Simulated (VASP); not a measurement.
BiTe, 2 atoms in the cell. Symmetry: Fm-3m, No. 225, cubic system. The conventional cell has a = 6.470 Å, b = 6.470 Å, c = 6.470 Å, α = 90.00°, β = 90.00°, γ = 90.00°. Bi (site symmetry m-3m) has 6 Te at 3.23 Å as nearest neighbours. Te (site symmetry m-3m) has 6 Bi at 3.23 Å as nearest neighbours. 

- Program: VASP 6.6.1
- Task: relaxation of cell and atoms
- Functional: PBEsol
- Potentials or basis: VASP PAW PBE potentials, release 64 (Bi_d, Te)
- Cutoff: 600 eV
- k mesh: 6 × 6 × 6
- Occupations: fermi-dirac, width 0.05 eV
- Spin: no spin polarisation
- Ladder: gaps
- Further INCAR settings: ALGO = Normal; EDIFF = 1e-06; IBRION = 2; EDIFFG = -0.005; NSW = 60; ISIF = 3

Potentials or basis: VASP PAW PBE potentials, release 64 (Bi_d, Te).

Run with:

```console
$ cat potpaw_PBE.64/Bi_d/POTCAR potpaw_PBE.64/Te/POTCAR > POTCAR
$ mpirun -np 1 vasp_std > vasp.out
```

Hardware: 1 thread of AMD EPYC 7R43 64-Core Processor (Zen 3), with other jobs on the host.

Q: How long does it take, and how much memory?

A: Run time: 42 s on 1 thread of AMD EPYC 7R43 64-Core Processor (Zen 3), on a shared host, peak memory 0.21 GiB. Counts: scf iterations 27, k points 16, ion steps 3.
